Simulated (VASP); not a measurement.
Wanted: the native input for a VASP 6.6.1 run.

```
Task                   : relaxation of cell and atoms
Functional             : r2SCAN
Potentials or basis    : VASP PAW PBE potentials, release 64 (Ni, O)
Cutoff                 : 600 eV
k mesh                 : 11 × 11 × 11
Occupations            : gaussian, width 0.05 eV
Spin                   : collinear spin, ferromagnetic start
Starting moments       : [1.0, 0.0] μB
Further INCAR settings : ALGO = Normal; EDIFF = 1e-07; IBRION = 2; EDIFFG = -0.02; NSW = 60; ISIF = 3
```

The structure of NiO lies in POSCAR:

```
NiO
1.0
    0.0000000000      2.0621708800      2.0621708800
    2.0621708800      0.0000000000      2.0621708800
    2.0621708800      2.0621708800      0.0000000000
Ni O
1 1
Direct
    0.0000000000      0.0000000000      0.0000000000
    0.7500000000      0.7500000000      0.7500000000
```

The cell was built by a generator and needn't be a form met in nature.

These files were run (other wordings do the same):

INCAR

```
ALGO     = Normal         # electronic algorithm
EDIFF    = 1E-7           # SCF threshold, eV
EDIFFG   = -0.02          # ionic threshold
ENCUT    = 600            # plane-wave cutoff, eV
IBRION   = 2              # ionic algorithm
ISIF     = 3              # what is computed and relaxed
ISMEAR   = 0              # smearing method
ISPIN    = 2              # spin polarisation
LASPH    = T              # aspherical terms in the spheres
LCHARG   = F              # write CHGCAR
LMAXMIX  = 4              # l up to which the mixer works
LMIXTAU  = T            
LORBIT   = 11             # projections on sites
LREAL    = F              # projectors in reciprocal space
LWAVE    = F              # write WAVECAR
MAGMOM   = 1 0            # initial moments
METAGGA  = R2SCAN         # meta-GGA
NELM     = 150            # most SCF steps
NSW      = 60             # ionic steps
PREC     = Accurate       # precision mode
SIGMA    = 0.05           # smearing width, eV
```

KPOINTS

```
k-points
0
Gamma
  11 11 11
```

Potentials or basis: VASP PAW PBE potentials, release 64 (Ni, O).

The run is started by

```sh
$ cat potpaw_PBE.64/Ni/POTCAR potpaw_PBE.64/O/POTCAR > POTCAR
$ mpirun -np 1 vasp_std > vasp.out
```

Results of the run:

* Relaxed volume: 10.92 Å³/atom
* Relaxed cell: a = 3.137 Å, b = 3.137 Å, c = 3.137 Å, α = 60.00°, β = 60.00°, γ = 60.00°
* Space group after relaxing (to 0.05 Å): F-43m (No. 216)
* Energy gained by relaxing: 346.6 meV/atom
* Ionic steps: 16
* Pressure after relaxing: 0.3 GPa
* Band gap on the k mesh: none (metal or under the smearing width)
* Net moment: -2.00 μB per cell
* Site moments: Ni -1.60; O -0.37 μB
* Valence electrons inside the program's atomic spheres: Ni 9.15; O 5.03

Caveat: the volume moved by over 15 % at a fixed basis, so the end points are rough; the PAW data sets were made with another functional, which shifts forces and pressure a little; a cell with one magnetic atom can't hold antiferromagnetic order, which such compounds often take; semilocal functionals often make such compounds metallic where correlation or magnetic order opens a gap, which also shifts bond lengths.

Wall time 7.8 min on 1 thread of Intel(R) Xeon(R) Platinum 8488C (Sapphire Rapids) (shared host), peak memory 0.18 GiB.
